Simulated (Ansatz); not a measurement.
## BaS (Fm-3m): from the cell to its phonons

Wanted: phonon frequencies of BaS (Fm-3m) and what follows from them.

Calculated with Ansatz 0.2.0; DFT LDA, scalar-relativistic, plane waves, PAW; PAW set soft_1.

**1. The structure**

It takes space group Fm-3m (No. 225, cubic). Conventional cell: a = 6.388 Å, b = 6.388 Å, c = 6.388 Å, α = 90.00°, β = 90.00°, γ = 90.00°. Nearest to Ba lie 6 S at 3.19 Å. Nearest to S lie 6 Ba at 3.19 Å. Farther neighbours and most contacts between anions are not listed.

As a file:

```cif
data_structure
_symmetry_space_group_name_H-M 'Fm-3m'
_symmetry_Int_Tables_number 225
_cell_length_a 6.3875
_cell_length_b 6.3875
_cell_length_c 6.3875
_cell_angle_alpha 90.000
_cell_angle_beta 90.000
_cell_angle_gamma 90.000
_cell_volume 260.61
loop_
_atom_site_label
_atom_site_type_symbol
_atom_site_symmetry_multiplicity
_atom_site_Wyckoff_symbol
_atom_site_fract_x
_atom_site_fract_y
_atom_site_fract_z
_atom_site_occupancy
Ba1 Ba 4 a 0.00000 0.00000 0.00000 1
S1 S 4 b 0.50000 0.00000 0.00000 1
```

**2. Relaxation**

Harmonic phonons are second derivatives at a point where the forces vanish, and they are wanted at zero stress, so atoms and cell are relaxed first.

Contents of input.yaml:

```yaml
crystal:
  lattice:
    - [0.0, 3.19375, 3.19375]
    - [3.19375, 0.0, 3.19375]
    - [3.19375, 3.19375, 0.0]
  atoms:
    - { symbol: Ba, position: [0.0, 0.0, 0.0] }
    - { symbol: S, position: [0.5, 0.5, 0.5] }
kpoints:
  mp_grid: { grid: [8, 8, 8] }
hamiltonian:
  xc: lda
  pseudopotentials: { kind: paw, azcp: { folder: soft_1 }, xc_functional: pbe }
scf:
  occupations: { method: gaussian, width: 0.02 }
output:
  forces: true
  stress: true
  eigenvalues: true
  write_density: true
  write_potential: true
  elf: true
  volumetric_format: npy
relax:
  adjacent_minimum: "off"
  f_tol: 0.005
  max_steps: 80
  cell: { stress_tol: 0.05 }
```

Launch:

```
$ ansatz run input.yaml --threads 4 --pin off --max-ram 10240MiB --backend cpu --events-out ev --progress --plain --runs-dir out
```

Numbers of over 12 decimals in the logs are rounded to 6 here.

Log:

```text
Engine: ansatz 0.2.0, x86_64-unknown-linux-gnu
Pseudopotentials: kind: paw
Pseudopotential: Ba, paw, valence charge 10, recommended cutoff 420 eV (normal), soft_1/Ba.paw.azcp
Pseudopotential: S, paw, valence charge 6, recommended cutoff 420 eV (normal), soft_1/S.paw.azcp
Functional definition: SPW92
  exchange = slater_x
  correlation = pw_c
Crystal: 2 atoms, lattice volume = 65.153 Å³
Basis set: ecut = 420 eV, 1243 PW (Γ)
Bands: 12, of which v1, the nominal top of the filled ones, is band 8 counted from 1 (7 counted from 0)
Symmetry: 48 space group operations
Space group: Fm-3m (ITA 225), of the structure as read, at distance tolerance 4.0e-5 Å
k-points: 29 of 512
Non-local potential: Ba, projectors of the file, l = 0: 3, l = 1: 2, l = 2: 2, l = 3: 2
Non-local potential: S, projectors of the file, l = 0: 2, l = 1: 2, l = 2: 1
PAW form: soft (Blöchl's): semilocal exchange-correlation on the pseudo side does not see the compensation charge
PAW frozen core: Ba, regenerated for the run's functional, and the local potential with it (the file was generated under x = pbe(κ = 0.804, μ = 0.219515), c = pbe(β = 0.066725))
PAW frozen core: S, regenerated for the run's functional, and the local potential with it (the file was generated under x = pbe(κ = 0.804, μ = 0.219515), c = pbe(β = 0.066725))
PAW one-centre angular grid: Ba, 194 points (default); XC on 64 Gauss nodes
PAW one-centre angular grid: S, 110 points (default); XC on 64 Gauss nodes
Initial density: superposition of atomic densities (chi_scale 0.1, normalization cell, long waves kept (reshape's long-wave potential 0.00 eV rms))
Initial wavefunctions: pseudopotential atomic-orbital guess
Functional: x = slater, c = lda
SCF iter   1: F=—  HF=-6653.749314 eV  |F-HF|=—  |Δ(HF+E_count)|=         —  Δρ=2.20e-2  dr2=5.60e-1  ethr=3.10e-3  ⟨swp⟩=10.4  Hψ=3090  notcnv=0
preconditioner: auto → none  [insulator: Δε(μ)=1.691 eV  Ē_g=11.829 eV  σ=0.020 eV  W_gap=1.00  n_scr=14 (ndim 8)  ℏωp=17.2 eV  f_vac=0.000  D(μ)=0.00/eV (n_scr^D=0)  ε∞_Penn≈3.1]
SCF iter   2: F=—  HF=-6653.570946 eV  |F-HF|=—  |Δ(HF+E_count)|=   1.78e-1  Δρ=8.60e-3  dr2=9.90e-2  ethr=3.10e-3  ⟨swp⟩=3.1  Hψ=973  notcnv=0
SCF iter   3: F=—  HF=-6653.554593 eV  |F-HF|=—  |Δ(HF+E_count)|=   1.64e-2  Δρ=4.71e-3  dr2=1.78e-2  ethr=6.19e-4  ⟨swp⟩=2.2  Hψ=548  notcnv=0
SCF iter   4: F=—  HF=-6653.552087 eV  |F-HF|=—  |Δ(HF+E_count)|=   2.51e-3  Δρ=9.27e-4  dr2=6.46e-4  ethr=1.11e-4  ⟨swp⟩=2.9  Hψ=603  notcnv=0
SCF iter   5: F=—  HF=-6653.552150 eV  |F-HF|=—  |Δ(HF+E_count)|=   6.39e-5  Δρ=9.50e-5  dr2=3.32e-6  ethr=4.04e-6  ⟨swp⟩=2.1  Hψ=584  notcnv=0
SCF iter   6: F=—  HF=-6653.552151 eV  |F-HF|=—  |Δ(HF+E_count)|=   6.06e-7  Δρ=1.62e-5  dr2=2.70e-7  ethr=2.08e-8  ⟨swp⟩=2.2  Hψ=573  notcnv=0
SCF iter   7: F=-6653.552151 eV  HF=-6653.552151 eV  |F-HF|=2.02e-9  |Δ(HF+E_count)|=   1.18e-7  Δρ=1.68e-6  dr2=3.02e-9  ethr=6.25e-10  ⟨swp⟩=10.1  Hψ=2779  notcnv=0
SCF 1 converged in 7 iterations: F = -6653.552151 eV  dr2 = 3.02e-9
  greatest PAW one-centre occupation: 0.956 electrons in one spin orbital (limit 2), on the Ba atom at site 0 (counted from 0), in its partial waves of l = 0
relax step   1: F+E_penalty+E_count = -6653.55215086 eV  Δ(F+E_penalty+E_count) = +0.000e0 eV  max|allowed force component| = 3.073e-30 eV/Å  Δτ_max = 0.0000 Å  P = -2.470 GPa  Ω = 65.153 Å³  (7 SCF iters, dr2 threshold 1.00e-7 eV, accepted)
Crystal: 2 atoms, lattice volume = 60.513 Å³
Initial density: handed on by an earlier stage of this run
Initial wavefunctions: those handed on with the density
iter 1 solved again at ethr=1.09e-5 eV; its pass at ethr=3.10e-3 eV (dr2=1.75e-3 eV) is discarded
SCF iter   1: F=—  HF=-6653.577919 eV  |F-HF|=—  |Δ(HF+E_count)|=         —  Δρ=1.25e-3  dr2=1.69e-3  ethr=1.09e-5  ⟨swp⟩=2.0  Hψ=3565  notcnv=0
preconditioner: auto → none  [insulator: Δε(μ)=1.869 eV  Ē_g=11.944 eV  σ=0.020 eV  W_gap=1.00  n_scr=14 (ndim 8)  ℏωp=17.9 eV  f_vac=0.000  D(μ)=0.00/eV (n_scr^D=0)  ε∞_Penn≈3.2]
SCF iter   2: F=—  HF=-6653.577665 eV  |F-HF|=—  |Δ(HF+E_count)|=   2.54e-4  Δρ=6.75e-4  dr2=3.33e-4  ethr=1.05e-5  ⟨swp⟩=3.0  Hψ=652  notcnv=0
SCF iter   3: F=—  HF=-6653.577714 eV  |F-HF|=—  |Δ(HF+E_count)|=   4.93e-5  Δρ=2.89e-4  dr2=9.48e-5  ethr=2.08e-6  ⟨swp⟩=2.0  Hψ=437  notcnv=0
SCF iter   4: F=—  HF=-6653.577689 eV  |F-HF|=—  |Δ(HF+E_count)|=   2.45e-5  Δρ=6.02e-5  dr2=2.58e-6  ethr=5.93e-7  ⟨swp⟩=2.0  Hψ=451  notcnv=0
SCF iter   5: F=-6653.577690 eV  HF=-6653.577690 eV  |F-HF|=2.53e-9  |Δ(HF+E_count)|=   4.67e-7  Δρ=1.03e-5  dr2=5.56e-8  ethr=1.25e-9  ⟨swp⟩=8.8  Hψ=2874  notcnv=0
SCF 2 converged in 5 iterations: F = -6653.577690 eV  dr2 = 5.56e-8
relax step   2: F+E_penalty+E_count = -6653.57768983 eV  Δ(F+E_penalty+E_count) = -2.554e-2 eV  max|allowed force component| = 2.334e-30 eV/Å  Δτ_max = 0.0000 Å  P = +1.000 GPa  Ω = 60.513 Å³  energy of the carried Pulay correction = +7.919e-4 eV  (5 SCF iters, dr2 threshold 2.00e-7 eV, accepted)
Crystal: 2 atoms, lattice volume = 61.780 Å³
iter 1 solved again at ethr=1.22e-6 eV; its pass at ethr=3.10e-3 eV (dr2=1.95e-4 eV) is discarded
SCF iter   1: F=—  HF=-6653.580980 eV  |F-HF|=—  |Δ(HF+E_count)|=         —  Δρ=3.51e-4  dr2=1.34e-4  ethr=1.22e-6  ⟨swp⟩=2.7  Hψ=3248  notcnv=0
preconditioner: auto → none  [insulator: Δε(μ)=1.921 eV  Ē_g=11.898 eV  σ=0.020 eV  W_gap=1.00  n_scr=14 (ndim 8)  ℏωp=17.7 eV  f_vac=0.000  D(μ)=0.00/eV (n_scr^D=0)  ε∞_Penn≈3.2]
SCF iter   2: F=—  HF=-6653.580962 eV  |F-HF|=—  |Δ(HF+E_count)|=   1.74e-5  Δρ=1.84e-4  dr2=2.60e-5  ethr=8.35e-7  ⟨swp⟩=2.0  Hψ=574  notcnv=0
SCF iter   3: F=—  HF=-6653.580967 eV  |F-HF|=—  |Δ(HF+E_count)|=   4.12e-6  Δρ=6.74e-5  dr2=5.32e-6  ethr=1.62e-7  ⟨swp⟩=2.0  Hψ=435  notcnv=0
SCF iter   4: F=—  HF=-6653.580965 eV  |F-HF|=—  |Δ(HF+E_count)|=   1.31e-6  Δρ=1.74e-5  dr2=2.69e-7  ethr=3.33e-8  ⟨swp⟩=2.0  Hψ=455  notcnv=0
SCF iter   5: F=-6653.580965 eV  HF=-6653.580965 eV  |F-HF|=1.47e-9  |Δ(HF+E_count)|=   1.06e-8  Δρ=3.43e-6  dr2=7.86e-9  ethr=1.25e-9  ⟨swp⟩=10.6  Hψ=2748  notcnv=0
SCF 3 converged in 5 iterations: F = -6653.580965 eV  dr2 = 7.86e-9
relax step   3: F+E_penalty+E_count = -6653.58096530 eV  Δ(F+E_penalty+E_count) = -3.275e-3 eV  max|allowed force component| = 2.662e-30 eV/Å  Δτ_max = 0.0000 Å  P = -0.095 GPa  Ω = 61.780 Å³  energy of the carried Pulay correction = +5.698e-4 eV  (5 SCF iters, dr2 threshold 2.00e-7 eV, accepted)
[...]
relax step   4: F+E_penalty+E_count = -6653.58101905 eV  Δ(F+E_penalty+E_count) = -5.376e-5 eV  max|allowed force component| = 1.479e-30 eV/Å  Δτ_max = 0.0000 Å  P = -0.003 GPa  Ω = 61.668 Å³  energy of the carried Pulay correction = +5.892e-4 eV  (4 SCF iters, dr2 threshold 2.25e-8 eV, accepted)
Initial wavefunctions: pseudopotential atomic-orbital guess (no wavefunctions were taken with the density)
iter 1 solved again at ethr=1.16e-6 eV; its pass at ethr=3.10e-3 eV (dr2=1.86e-4 eV) is discarded
SCF iter   1: F=—  HF=-6653.580399 eV  |F-HF|=—  |Δ(HF+E_count)|=         —  Δρ=4.95e-5  dr2=1.49e-7  ethr=1.16e-6  ⟨swp⟩=3.5  Hψ=4103  notcnv=0
eigensolver tolerance schedule: the retry pair's looser diagonalisation over-reported the residual by 1243.80 of it (diagonalisation noise at 0.87 of the residual, at the tolerance the schedule requests for it); recorded, not acted on — ethr = c·dr2/N_el stays at c = 1.0e-1
SCF iter   2: F=—  HF=-6653.580399 eV  |F-HF|=—  |Δ(HF+E_count)|=   5.42e-8  Δρ=2.47e-5  dr2=3.67e-8  ethr=9.32e-10  ⟨swp⟩=2.4  Hψ=571  notcnv=0
SCF iter   3: F=—  HF=-6653.580399 eV  |F-HF|=—  |Δ(HF+E_count)|=   8.15e-8  Δρ=2.64e-6  dr2=8.09e-9  ethr=2.29e-10  ⟨swp⟩=2.0  Hψ=434  notcnv=0
SCF iter   4: F=—  HF=-6653.580399 eV  |F-HF|=—  |Δ(HF+E_count)|=   2.41e-9  Δρ=3.33e-7  dr2=3.16e-11  ethr=5.06e-11  ⟨swp⟩=2.0  Hψ=442  notcnv=0
SCF iter   5: F=-6653.580399 eV  HF=-6653.580399 eV  |F-HF|=2.73e-12  |Δ(HF+E_count)|=  2.09e-11  Δρ=1.18e-7  dr2=3.61e-12  ethr=1.00e-12  ⟨swp⟩=6.2  Hψ=1543  notcnv=0
SCF 5 converged in 5 iterations: F = -6653.580399 eV  dr2 = 3.61e-12
relax step   5: F+E_penalty+E_count = -6653.58039912 eV  Δ(F+E_penalty+E_count) = +6.199e-4 eV  max|allowed force component| = 1.085e-30 eV/Å  Δτ_max = 0.0000 Å  P = +0.001 GPa  Ω = 61.668 Å³  stress off target by 8.32e-4 GPa  SCF on the basis re-selected at this cell (its energy is not comparable with the rows above)  (5 SCF iters)
basis re-selected at this cell: Δ(F+E_penalty+E_count) = +6.199e-4 eV, ΔP = +0.004 GPa vs the last step (what re-selecting the basis moved, of the pressure what is left beyond the Pulay correction that the steps carried, after the strain that the cell walked since its last selection, with what the two solves' SCF thresholds leave and, on support functions, any second-order correction that the steps lacked; it is no measure of the basis error at this ecutwfc). The dense FFT grid was sized anew with the basis: this SCF ran on 30×30×30 points, the steps before it on 32×32×32, so part of this shift can come from that change (see relax.cell in the input reference). [rest of the remark cut]
SCF converged after 5 iterations
Free energy (F): -6653.580399 eV
Harris-Foulkes:  -6653.580399 eV  (|F-HF|=2.73e-12)
Internal energy: -6653.580399 eV  (E = F + TS)
E sigma→0 (E₀):  -6653.580399 eV
Fermi energy:    7.040781 eV
--- Per-component energies (eV) ---
  E_band       = -45.338202
  E_kinetic    = 267.039799
  E_local      = -416.700031  (includes V_loc(G=0)·N_el)
  E_nonlocal   = 131.871062
  E_hartree    = 120.155473
  E_xc         = -286.013735
  E_vxc        = -213.128539  (∫ρ·V_xc dr)
  E_paw        = -5604.410147  (= ΣΔE_a)
  E_vpaw       = -54.731408  (= ΣTr[D̂ρ^β])
  E_aug_tail   = -0.000004  (compensation charges beyond the density's cutoff)
  E_ewald      = -865.958534
  E_core_change = 0.435718  (= ΣΔE_core)
  E_smearing   = -0.000000  (= −TS)
  E_closure    = 0.000000  (closes the sum)
  Σ components = -6653.580399   (vs F -6653.580399, Δ=0.00e0)
--- Forces (eV/Å), atoms counted from 1 ---
  atom   1  Ba     0.00000000     0.00000000    -0.00000000
  atom   2  S      0.00000000     0.00000000    -0.00000000
  max |Σ_I F_I| component: 3.22e-30 eV/Å
--- Stress (GPa, compression-positive) ---
        0.000832      -0.000000      -0.000000
       -0.000000       0.000832      -0.000000
       -0.000000      -0.000000       0.000832
  P = ⅓ Tr σ = 0.0008 GPa (0.008 kbar)
--- Band table (eV; the first three rows and the last of 29) ---
  k-point 0: bands = [... 4 lower, -4.2567, 6.0832, 6.0832, 6.0832, 9.7506, 9.9016, 9.9016, 9.9016]
  k-point 1: bands = [... 4 lower, -3.7925, 5.6475, 5.8625, 5.8625, 9.8745, 10.1384, 10.1384, 10.3815]
  k-point 2: bands = [... 4 lower, -3.2432, 4.8651, 5.4270, 5.4270, 10.0640, 10.8053, 10.8053, 11.6474]
  k-point 28: bands = [... 4 lower, -3.4276, 4.9102, 5.6828, 5.6828, 10.2578, 10.2578, 12.6337, 13.1119]
--- Relaxed structure (4 steps of the walk, 4 accepted, 1 SCFs on fresh bases) ---
  F+E_penalty+E_count = -6653.58039912 eV   max|allowed force component| = 1.085e-30 eV/Å   (the final SCF, on the basis selected at the relaxed cell)
  cell:  # Å, volume = 61.6683 Å³
    - [0, 3.135769, 3.135769]
    - [3.135769, 0, 3.135769]
    - [3.135769, 3.135769, 0]
  atoms:
    - { symbol: Ba, position: [0, 0, 0] }
    - { symbol: S, position: [0.5, 0.5, 0.5] }
```

Elapsed: 3 s, on 4 threads of Intel Xeon Platinum 8488C (Sapphire Rapids), shared host; peak memory 0.4 GiB.

Step by step:

```tsv
step	energy less that of the first step (eV)	largest force component (eV/Å)	pressure (GPa)	volume (Å³)
1	0.0000	0.0000	-2.47	65.15
2	-0.0255	0.0000	1.00	60.51
3	-0.0288	0.0000	-0.09	61.78
4	-0.0289	0.0000	0.00	61.67
5*	-0.0282	0.0000	0.00	61.67
```

Relaxation steps marked * repeat the geometry before them on a plane-wave basis chosen anew for their cell, so energy and pressure can jump there.

Forces are held to the 48 operations that the run works with; a distortion that breaks them can't arise in this run.

```tsv
conventional cell, symmetrised	before	after	change
a (Å)	6.388	6.272	-1.8 %
b (Å)	6.388	6.272	-1.8 %
c (Å)	6.388	6.272	-1.8 %
volume (Å³/atom)	32.58	30.83	-5.3 %
```

Final coordinates:

```xyz
2
Lattice="0.0000 3.1358 3.1358 3.1358 0.0000 3.1358 3.1358 3.1358 0.0000" Properties=species:S:1:pos:R:3 pbc="T T T"
Ba    0.0000    0.0000    0.0000
S     3.1358    3.1358    3.1358
```

Numbers from this step:

| Item | Value |
| --- | --- |
| pressure | 8.32e-4 GPa |
| gap on the k-mesh | 1.915 eV |
| volume per atom | 30.83 Å³ |
| direct gap on mesh | 1.985 eV |

Electrostatic potential energy in the ac plane of the conventional cell at fractional y = 0.000, with atoms of Ba and S within 0.2 Å of it. With pseudopotentials it is smooth inside the atoms' cores, unlike the true potential.

Ten even steps from '_' (-53 eV) to '@' (10 eV), each cell a mean:
```
__..++%%@@@@##------++@@@@@@**::__
::--**%%@@@@@@**==++%%@@@@@@%%++::
**##%%@@@@@@@@@@%%@@@@@@@@@@@@%%**
%%@@@@@@@@@@@@@@@@@@@@@@@@@@@@@@@@
@@@@@@@@@@@@@@@@@@@@@@@@@@@@@@@@@@
%%@@@@@@@@@@%%##**##%%@@@@@@@@@@@@
==**@@@@@@%%**--::::++%%@@@@@@%%++
----##@@@@%%==..____::##@@@@@@++--
==--##@@@@%%==______::**@@@@%%==--
--==%%@@@@%%++::__..--##@@@@@@**--
##%%@@@@@@@@##++====**%%@@@@@@@@##
@@@@@@@@@@@@@@%%%%%%%%@@@@@@@@@@@@
@@@@@@@@@@@@@@@@@@@@@@@@@@@@@@@@@@
%%%%@@@@@@@@@@@@@@@@@@@@@@@@@@%%%%
==**%%@@@@@@@@%%####@@@@@@@@%%**++
__::**%%@@@@%%==----**@@@@@@##--..
____==%%@@@@##--==--==%%@@%%**::__
```
Columns run along a (6.3 Å; values clipped at the 3rd and 97th percentile), rows up along c (6.3 Å), edges of the conventional cell, whose origin can differ from the input's. Atoms in or near the plane, at fractional coordinates: Ba at (0.00, 0.00), Ba at (0.50, 0.50), S at (0.50, 0.00), S at (0.00, 0.50).

Valence density in the ac plane of the conventional cell at fractional y = 0.000, with atoms of Ba and S within 0.2 Å of it. It is the smooth field of the valence electrons, not physical close to the nuclei.

Ten even steps from '_' (0.0 e/Å³) to '@' (1.3 e/Å³), each cell a mean:
```
++@@%%::..::++%%++**##--....++@@##
@@@@++..__..--**%%##++::____--##@@
++==..______..--==--::______..--++
....__________......____________..
....__________......____________..
--::..______..==++==::________::--
##**--..__..++@@@@@@##::____::++##
++%%++::..::%%@@++##@@==....--##**
::##**::..--%%%%==++@@++....==%%++
####==..__::##@@%%@@@@==....--**%%
**==::______--##%%%%++..____..--++
::..__________::--::..________..::
..______________....____________..
::::__________..::::..________..::
%%**--______::==**++--..____..++%%
%%@@**::__..==####%%**::....==@@@@
==%%%%::..::**##::++##--....++@@++
```
Columns run along a (6.3 Å), rows up along c (6.3 Å), edges of the conventional cell, whose origin can differ from the input's. Atoms in or near the plane, at fractional coordinates: Ba at (0.00, 0.00), Ba at (0.50, 0.50), S at (0.50, 0.00), S at (0.00, 0.50).

ELF in the ac plane of the conventional cell at fractional y = 0.000, with atoms of Ba and S within 0.2 Å of it. It is the smooth field of the valence electrons, not physical close to the nuclei.

Ten even steps from '_' (0.03) to '@' (0.85), each cell a mean:
```
..**@@++::##@@**::==@@@@==::%%%%::
%%@@%%--..**@@@@%%@@@@%%--..**@@%%
%%##++....==%%@@@@@@%%**::__--**%%
--::..____..--======--::______..::
==----..______::::::..______::--==
@@@@##==__..==##%%%%**::__::**%%@@
%%@@@@**..--%%@@%%%%@@**..--%%@@@@
::##@@##::++@@**..--%%%%::==@@@@==
__**@@##::**@@==__..%%%%::==@@%%::
++%%@@**..++@@%%==**@@##::==@@@@**
@@@@@@++..::##@@@@@@%%==__--%%@@@@
####++--____::++**++--..__..==**##
::....______....::::..______....::
++==::____--++**####**==..__..--++
@@@@##::..++@@@@@@@@@@##--..++%%@@
==%%@@==..##@@%%**##@@@@--::##@@**
__==@@++::##@@++__::%%@@==--%%%%..
```
Columns run along a (6.3 Å), rows up along c (6.3 Å), edges of the conventional cell, whose origin can differ from the input's. Atoms in or near the plane, at fractional coordinates: Ba at (0.00, 0.00), Ba at (0.50, 0.50), S at (0.50, 0.00), S at (0.00, 0.50).

In this step the volume went from 32.58 to 30.83 Å³/atom.

(Continued in part 2 of 3.)

[Logs are printed without paths, hosts, clocks, repeated set-up lines and the standing remarks that a program may print on its own settings, such as how far it seeks lower states.]

[Hosts, paths, dates, database ids (printed as entryN), source tags and the programs' standing remarks are cut or masked in the printed files.]
